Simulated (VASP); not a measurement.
# CdTe (F-43m) in VASP: further runs

Runs on CdTe. Level: r2SCAN50. Tasks: single point.

All numbers are computed with VASP 6.6.1; they aren't measurements. Logs are shortened: lines on timing, memory, paths and dates and some standing lists are left out, and cuts for length are marked.

**The experiment to reproduce.**

A printed reference work, data compilation reports, for a bulk crystal of CdTe at 0 K: band gap 1.607 eV.

How close the calculation comes is told below.

## Step 1: The cell of the first run

The structure is cubic, space group F-43m (No. 216). Conventional cell: a = 6.452 Å, b = 6.452 Å, c = 6.452 Å, α = 90.00°, β = 90.00°, γ = 90.00°. Within 3.7 Å of Te (site symmetry -43m) lie 4 Cd at 2.79 Å. Cd (site symmetry -43m) has 4 Te at 2.79 Å within 3.7 Å.

## Step 2: Single point, r2SCAN50

POSCAR

```
CdTe
1.0
    0.0000000000      3.2262257841      3.2262257841
    3.2262257841      0.0000000000      3.2262257841
    3.2262257841      3.2262257841      0.0000000000
Te Cd
1 1
Direct
    0.7500000000      0.7500000000      0.7500000000
    0.0000000000      0.0000000000      0.0000000000
```

INCAR.step1

```
  PREC = Accurate
  ENCUT = 520
  EDIFF = 1E-5
  ISMEAR = -1
  SIGMA = 0.05
  LREAL = F
  LASPH = T
  NELM = 80
  ALGO = Normal
  ISIF = 2
  LWAVE = T
  LCHARG = F
  NBANDS = 16
  GGA = PE
```

INCAR.step2

```
  PREC = Accurate
  ENCUT = 520
  EDIFF = 1E-7
  ISMEAR = -1
  SIGMA = 0.05
  LREAL = F
  LASPH = T
  NELM = 80
  ALGO = Normal
  ISIF = 2
  LWAVE = F
  LCHARG = F
  METAGGA = R2SCAN
  LHFCALC = T
  AEXX = 0.5
  LMIXTAU = T
  PRECFOCK = Normal
  NBANDS = 16
  ISTART = 1
```

KPOINTS

```
Automatic mesh
0
Gamma
  4 4 4
```

Potentials or basis: VASP PAW PBE potentials, release 64 (Te, Cd).

Started as:

```bash
$ cat potpaw_PBE.64/Te/POTCAR potpaw_PBE.64/Cd/POTCAR > POTCAR
$ cp INCAR.step1 INCAR
$ mpirun -np 1 vasp_std > vasp.out
$ cp INCAR.step2 INCAR
$ mpirun -np 1 vasp_std > vasp.out
```

OUTCAR:

```text
PREC = Accurate
   ENCUT = 520
   EDIFF = 1E-7
   ISMEAR = -1
   LREAL = F
   LASPH = T
   NELM = 80
   ISIF = 2
   METAGGA = R2SCAN
   LHFCALC = T
   AEXX = 0.5
   PRECFOCK = Normal
   ISTART = 1

 ion  position               nearest neighbor table
   1  0.750  0.750  0.750-   2 2.79   2 2.79   2 2.79   2 2.79
   2  0.000  0.000  0.000-   1 2.79   1 2.79   1 2.79   1 2.79

  LATTYP: Found a face centered cubic cell.
 ALAT       =     6.4524515682

  Lattice vectors:

 A1 = (   0.0000000000,   3.2262257841,   3.2262257841)
 A2 = (   3.2262257841,   0.0000000000,   3.2262257841)
 A3 = (   3.2262257841,   3.2262257841,   0.0000000000)

Analysis of symmetry for initial positions (statically):
=====================================================================
 Subroutine PRICEL returns:
 Original cell was already a primitive cell.

 Routine SETGRP: Setting up the symmetry group for a
 face centered cubic supercell.

 Subroutine GETGRP returns: Found 24 space group operations
 (whereof 24 operations were pure point group operations)
 out of a pool of 48 trial point group operations.

The static configuration has the point symmetry T_d .

Analysis of symmetry for dynamics (positions and initial velocities):
=====================================================================
 Subroutine PRICEL returns:
 Original cell was already a primitive cell.

 Routine SETGRP: Setting up the symmetry group for a
 face centered cubic supercell.

 Subroutine GETGRP returns: Found 24 space group operations
 (whereof 24 operations were pure point group operations)
 out of a pool of 48 trial point group operations.

The dynamic configuration has the point symmetry T_d .

 Subroutine INISYM returns: Found 24 space group operations
 (whereof 24 operations are pure point group operations),
 and found     1 'primitive' translations

----------------------------------------------------------------------------------------

                                     Primitive cell

  volume of cell :      67.1606

  direct lattice vectors                    reciprocal lattice vectors
     0.000000000  3.226225784  3.226225784    -0.154979854  0.154979854  0.154979854
     3.226225784  0.000000000  3.226225784     0.154979854 -0.154979854  0.154979854
     3.226225784  3.226225784  0.000000000     0.154979854  0.154979854 -0.154979854

[... 71 lines left out ...]
   NFREE  =      0    steps in history (QN), initial steepest desc. (CG)
   ISIF   =      2    stress and relaxation
   ISYM   =      3    0-nonsym 1-usesym 2-fastsym
   POTIM  = 0.5000    time-step for ionic-motion
   TEBEG  =    0.0;   TEEND  =   0.0 temperature during run
   PSTRESS=    0.0 pullay stress
   NELECT =      18.0000    total number of electrons
   NUPDOWN=      -1.0000    fix difference up-down
   EMIN   =  10.00;   EMAX   =-10.00  energy-range for DOS
   EFERMI =   0.00;   METHOD = LEGACY
   ISMEAR =    -1;   SIGMA  =   0.05  broadening in eV -4-tet -1-fermi 0-gaus
   EFERMI_NEDOS =   21; number of points for ismear=-14 and -15
   IALGO  =     38    algorithm
   IMIX   =      1    mixing-type and parameters
     AMIX     =   0.40;   BMIX     =  1.00
     AMIX_MAG =   1.60;   BMIX_MAG =  1.00
  volume/ion in A,a.u.               =      33.58       226.61
  Fermi-wavevector in a.u.,A,eV,Ry     =   1.055506  1.994618 15.158169  1.114094
  Thomas-Fermi vector in A             =   2.190707
   LORBIT       =      0    0 simple, 1 ext, 2 COOP (PROOUT), +10 PAW based schemes
   METAGGA = R2SCAN    functional components
   LHFCALC =     T    Hartree Fock is set to
   PRECFOCK=normal    Normal, Fast or Accurate (Low or Medium for compatibility)
   ENCUT4O =  -1.0   cutoff for four orbital integrals eV
   NKREDX  =     1    reduce k-point grid by
   NKREDY  =     1    reduce k-point grid by
   NKREDZ  =     1    reduce k-point grid by
   AEXX    =    0.5000 exact exchange contribution
   HFSCREEN=    0.0000 screening length (either q_TF or 0.3 A-1)
   HFSCREENC=   0.0000 screening length for correlation (either q_TF or 0.3 A-1)
   ENCUTFOCK=  -1.0 apply spherical cutoff to Coloumb kernel
   IVDW    =     0    specifies the selected vdW correction
   LEPSILON=     F    determine dielectric tensor
   LRPA    =     F    only Hartree local field effects (RPA)
 non-spin polarized calculation
  energy-cutoff  :      520.00
  volume of cell :       67.16
 maximum number of plane-waves:      1820
 NGX is ok and might be reduce to    36
  NGX = 28; NGY = 28; NGZ = 28

 number of electron      17.9999994 magnetization

 Free energy of the ion-electron system (eV)
  ---------------------------------------------------
  ext. energy  EPLUGINS =         0.00000000
  ---------------------------------------------------
  free energy    TOTEN  =       -29.97603879 eV

  energy without entropy =      -29.97603879  energy(sigma->0) =      -29.97603879

 E-fermi :   1.6636     XC(G=0):  -5.1901

 val. band max:        0.5916134560   @ k =   0.0000   0.0000   0.0000
 cond. band min:       4.4872063418   @ k =   0.0000   0.0000   0.0000
 fundamental gap:      3.8955928858
 Fermi energy:         1.6635562462

 k-point     1 :       0.0000    0.0000    0.0000
  band No.  band energies     occupation
      1     -12.7826      2.00000
      2     -10.5526      2.00000
      3     -10.5526      2.00000
      4     -10.5526      2.00000
      5     -10.2658      2.00000
      6     -10.2658      2.00000
[... 129 lines left out ...]
      3     -10.4140      2.00000
      4     -10.2996      2.00000
      5     -10.2661      2.00000
      6      -9.3381      2.00000
[... 8 lines left out ...]
     15      15.8267      0.00000
     16      15.8568      0.00000

------------------------ aborting loop because EDIFF is reached ----------------------------------------

  FORCE on cell =-STRESS in cart. coord.  units (eV):
  Direction    XX          YY          ZZ          XY          YZ          ZX
  --------------------------------------------------------------------------------------
  -------------------------------------------------------------------------------------
  Total        0.3815219      0.3815219      0.3815219      0.0000000      0.0000000      0.0000000
  in kB        9.1015578      9.1015578      9.1015578      0.0000000      0.0000000      0.0000000
  external PRESSURE =       9.1015578 kB  Pullay stress =       0.0000000 kB

 VOLUME and BASIS-vectors are now :
 -----------------------------------------------------------------------------
  energy-cutoff  :      520.00
  volume of cell :       67.16
      direct lattice vectors                 reciprocal lattice vectors
     0.000000000  3.226225784  3.226225784    -0.154979854  0.154979854  0.154979854
     3.226225784  0.000000000  3.226225784     0.154979854 -0.154979854  0.154979854
     3.226225784  3.226225784  0.000000000     0.154979854  0.154979854 -0.154979854

 POSITION                                       TOTAL-FORCE (eV/Angst)
 -----------------------------------------------------------------------------------
      4.83934      4.83934      4.83934         0.000000     -0.000000     -0.000000
      0.00000      0.00000      0.00000        -0.000000      0.000000      0.000000
 -----------------------------------------------------------------------------------
    total drift:                               -0.000003     -0.000005     -0.000004

  FREE ENERGIE OF THE ION-ELECTRON SYSTEM (eV)
  ---------------------------------------------------
  free  energy   TOTEN  =       -29.9760387907 eV

  energy  without entropy=      -29.9760387907  energy(sigma->0) =      -29.97603879
```

OUTCAR.step1:

```text
PREC = Accurate
   ENCUT = 520
   EDIFF = 1E-5
   ISMEAR = -1
   LREAL = F
[... 355 lines left out ...]
      4.83934      4.83934      4.83934         0.000000      0.000000      0.000000
      0.00000      0.00000      0.00000        -0.000000     -0.000000     -0.000000
 -----------------------------------------------------------------------------------
    total drift:                                0.000000      0.000000      0.000000

  FREE ENERGIE OF THE ION-ELECTRON SYSTEM (eV)
  ---------------------------------------------------
  free  energy   TOTEN  =        -4.6947565317 eV

  energy  without entropy=       -4.6947402221  energy(sigma->0) =       -4.69474838
```

OSZICAR.step1:

```text
N       E                     dE             d eps       ncg     rms          rms(c)
DAV:   1     0.105204591039E+03    0.10520E+03   -0.85164E+03   256   0.994E+02
DAV:   2    -0.121789847445E+01   -0.10642E+03   -0.10084E+03   312   0.238E+02
DAV:   3    -0.490241205882E+01   -0.36845E+01   -0.36807E+01   312   0.468E+01
DAV:   4    -0.493757288017E+01   -0.35161E-01   -0.35159E-01   408   0.398E+00
DAV:   5    -0.493764153628E+01   -0.68656E-04   -0.68656E-04   320   0.166E-01    0.573E+00
DAV:   6    -0.471058327654E+01    0.22706E+00   -0.38773E-01   296   0.751E+00    0.468E+00
DAV:   7    -0.469310060407E+01    0.17483E-01   -0.12078E-01   312   0.223E+00    0.179E+00
DAV:   8    -0.469421979807E+01   -0.11192E-02   -0.11877E-02   256   0.123E+00    0.518E-01
DAV:   9    -0.469462469550E+01   -0.40490E-03   -0.94273E-04   304   0.319E-01    0.125E-01
DAV:  10    -0.469470941065E+01   -0.84715E-04   -0.12581E-04   312   0.990E-02    0.551E-02
DAV:  11    -0.469475785278E+01   -0.48442E-04   -0.89610E-05   272   0.595E-02    0.360E-02
DAV:  12    -0.469475653165E+01    0.13211E-05   -0.35055E-06   248   0.158E-02
   1 F= -.46947565E+01 E0= -.46947484E+01  d E =-.163095E-04
```

Wall time 28 min (1 thread of Intel Xeon 8259CL, shared host); peak memory 0.24 GiB.

Results:

* Free energy: -29.9760 eV
* Pressure: 0.9 GPa
* Band gap on the k mesh: 3.90 eV

Levels at points of the mesh, in eV from the valence-band top:
```csv
k point,band 7,band 8,band 9,band 10,band 11,band 12
"(0.00, 0.00, 0.00)",0.00,0.00,0.00,3.90,7.98,7.98
"(0.50, 0.00, 0.00)",-5.25,-0.92,-0.92,4.99,8.54,8.54
"(0.50, 0.50, 0.00)",-5.06,-2.23,-2.23,5.39,5.82,12.89
```

Caveat: the k points lie up to 0.42 Å⁻¹ apart; the PAW data sets were made with another functional, which shifts forces and pressure a little; spin-orbit coupling is left out, which moves the levels of the heavy elements.

## Step 3: Single point, r2SCAN50

This run uses another cell than the first one, of 34.24 Å³/atom.

POSCAR

```
CdTe
1.0
    0.0000000000      3.2471758892      3.2471758892
    3.2471758892      0.0000000000      3.2471758892
    3.2471758892      3.2471758892      0.0000000000
Te Cd
1 1
Direct
    0.7500000000      0.7500000000      0.7500000000
    0.0000000000      0.0000000000      0.0000000000
```

INCAR.step1

```
ALGO = Normal
EDIFF = 1E-5
ENCUT = 520
GGA = PE
ISIF = 2
ISMEAR = -1
LASPH = True
LREAL = False
LWAVE = True
NBANDS = 16
NELM = 100
PREC = Accurate
SIGMA = 0.05
```

INCAR.step2

```
AEXX = 0.5
ALGO = Normal
EDIFF = 1E-6
ENCUT = 520
ISIF = 2
ISMEAR = -1
ISTART = 1
LASPH = True
LCHARG = True
LELF = True
LHFCALC = True
LMIXTAU = True
LREAL = False
LVHAR = True
LWAVE = False
METAGGA = R2SCAN
NBANDS = 16
NELM = 100
PREC = Accurate
PRECFOCK = Normal
SIGMA = 0.05
```

KPOINTS

```
k-points
0
Gamma
  4 4 4
```

Potentials or basis: VASP PAW PBE potentials, release 64 (Te, Cd).

Started as:

```bash
$ cat potpaw_PBE.64/Te/POTCAR potpaw_PBE.64/Cd/POTCAR > POTCAR
$ cp INCAR.step1 INCAR
$ mpirun -np 1 vasp_std > vasp.out
$ cp INCAR.step2 INCAR
$ mpirun -np 1 vasp_std > vasp.out
```

It took 25 min on 1 thread of Intel Xeon 8259CL, shared host; peak memory 0.24 GiB.

Results (log left out):

```yaml
Free_energy: -29.9797 eV
Pressure: 0.0 GPa
Band_gap_on_the_k_mesh: 3.83 eV
```

Levels at points of the mesh, in eV from the valence-band top:
```csv
k point,band 7,band 8,band 9,band 10,band 11,band 12
"(0.00, 0.00, 0.00)",0.00,0.00,0.00,3.83,7.99,7.99
"(0.50, 0.00, 0.00)",-5.12,-0.89,-0.89,4.96,8.54,8.54
"(0.50, 0.50, 0.00)",-4.94,-2.16,-2.16,5.42,5.82,12.75
```

Caveat: the PAW data sets were made with another functional, which shifts forces and pressure a little; spin-orbit coupling is left out, which moves the levels of the heavy elements.

[end of part 1 of 2]
